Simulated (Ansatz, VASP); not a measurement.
# One calculation of TaN, two programs

INCAR

```
SYSTEM = TaN
  ALGO = Normal
  EDIFF = 1E-6
  ENCUT = 520
  GGA = CA
  ISIF = 2
  ISMEAR = 0
  LASPH = .True.
  LCHARG = .False.
  LREAL = .False.
  LWAVE = .False.
  NBANDS = 15
  NELM = 100
  PREC = Accurate
  SIGMA = 0.15
```

KPOINTS

```
k-points
0
Gamma
  5 5 5
  0 0 0
```

The input POSCAR:

```
TaN
1.0
    2.9380000000      0.0000000000      0.0000000000
   -1.4690000000      2.5443826400      0.0000000000
    0.0000000000      0.0000000000      2.8830000000
Ta N
1 1
Direct
    0.3333333333      0.6666666667      0.5000000000
    0.0000000000      0.0000000000      0.0000000000
```

Input for Ansatz:

```yaml
crystal:
  lattice:
    - [2.938, 0.0, 0.0]
    - [-1.469, 2.54438264, 0.0]
    - [0.0, 0.0, 2.883]
  atoms:
    - { symbol: Ta, position: [0.3333333333333333, 0.6666666666666666, 0.5] }
    - { symbol: "N", position: [0.0, 0.0, 0.0] }
basis:
  ecutwfc: 600.0
kpoints:
  mp_grid:
    grid: [5, 5, 5]
hamiltonian:
  xc: lda
scf:
  n_extra_bands: 2
  convergence:
    dr2_threshold: 1.0e-08
  occupations:
    method: gaussian
    width: 0.15
output:
  stress: true
```

Alike in both runs: task single point; functional LDA; k mesh 5 × 5 × 5; occupations gaussian, width 0.15 eV; no spin polarisation.

```csv
,VASP,Ansatz
version,VASP 6.6.1,Ansatz 0.2.0
potentials or method,"VASP PAW LDA potentials, release 64 (Ta_pv, N)","plane waves, PAW"
plane-wave cutoff (eV),520,600
valence electrons in the cell,16,18
```

|  | VASP | Ansatz | Ansatz less VASP |
| --- | --- | --- | --- |
| pressure (GPa) | -9.9 | -11.7 | -1.75 |
| largest component of the traceless stress (GPa) | 1.39 | 1.52 | +0.130 |

The two sets of potentials don't hold the same shells in valence. Ansatz warned: «stress_scf_threshold_loose».

Caveats: the k mesh is coarse (spacing up to 0.49 Å⁻¹), so the values aren't converged. Spin-orbit coupling is left out, which matters for the levels of Ta.
